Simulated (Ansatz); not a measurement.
System: Sn (fcc type), 1 atom in the cell.

```xyz
1
Lattice="0.0000 2.4101 2.4101 2.4101 0.0000 2.4101 2.4101 2.4101 0.0000" Properties=species:S:1:pos:R:3 pbc="T T T"
Sn    0.0000    0.0000    0.0000
```

Code and potentials: Ansatz all-electron LAPW. Settings of the plain PBE run: k-mesh 4×4×4 Γ-centred; Fermi–Dirac smearing of 0.15 eV; no spin polarisation; no spin–orbit coupling.

Plain PBE gives:

* Pressure: 0.11 GPa

Task: What changes under PBE with spin–orbit coupling?

Result: The pressure drops by 0.08 GPa to 0.03 GPa.

The k-mesh is coarse, so these values belong to this mesh and can lie far from the converged ones. This cubic structure is a model: it isn't the usual form of the substance at ambient conditions, and such phases are metastable or hypothetical.
